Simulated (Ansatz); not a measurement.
Write the native input for Ansatz 0.2.0 that does the following.

```yaml
Task: band structure
Functional: PBEsol
Potentials_or_basis: all-electron LAPW, scalar-relativistic
Cutoff: 170 eV (chosen from the basis error)
Basis_error_allowed: 0.001 eV/atom
k_mesh: 8 × 8 × 7
Occupations: fermi-dirac, width 0.05 eV
Spin: no spin polarisation
```

The system is PbS.

```
CELL_PARAMETERS angstrom
4.08970 0.00000 0.00000
-2.04485 3.54178 0.00000
0.00000 0.00000 3.78817
ATOMIC_POSITIONS crystal
Pb 0.00000 0.00000 0.00000
S 0.66667 0.33333 0.50000
```

Measurements of this composition are mostly on another form, of space group No. 225.

The input as run:

input.yaml

```yaml
crystal:
  lattice:
    - [4.0896976867, 0.0, 0.0]
    - [-2.0448488433, 3.5417820905, 0.0]
    - [0.0, 0.0, 3.788167]
  atoms:
    - { symbol: Pb, position: [0.0, 0.0, 0.0] }
    - { symbol: S, position: [0.6666666667, 0.3333333333, 0.5] }
kpoints:
  mp_grid: { grid: [8, 8, 7] }
  band_path:
    path:
      - [0.0, 0.0, 0.0]
      - [0.5, 0.0, 0.0]
      - [0.3333333333, 0.3333333333, 0.0]
      - [0.0, 0.0, 0.0]
      - [0.0, 0.0, 0.5]
      - [0.5, 0.0, 0.5]
      - [0.3333333333, 0.3333333333, 0.5]
      - [0.0, 0.0, 0.5]
    npoints: 12
scf:
  occupations: { method: fermi_dirac, width: 0.05 }
hamiltonian:
  xc: pbesol
  pseudopotentials: { kind: all_electron, lapw: { basis_error: 0.001 } }
output:
  forces: true
  stress: true
  eigenvalues: true
```

Potentials or basis: all-electron LAPW, scalar-relativistic.

Command:

```bash
$ ansatz run input.yaml --threads 1 --pin off --max-ram 3072MiB --backend cpu --events-out ev --progress --plain --runs-dir out
```

Results of the run:

```json
{
 "Pressure": "-2.8 GPa",
 "Band gap along the path": "none (metal or under the smearing width)"
}
```

Caveat: spin-orbit coupling is left out, which moves the levels of the heavy elements.

Run time: 27 s on 1 thread of Intel(R) Xeon(R) Processor @ 2.70GHz, with other jobs on the host, peak memory 0.32 GiB.
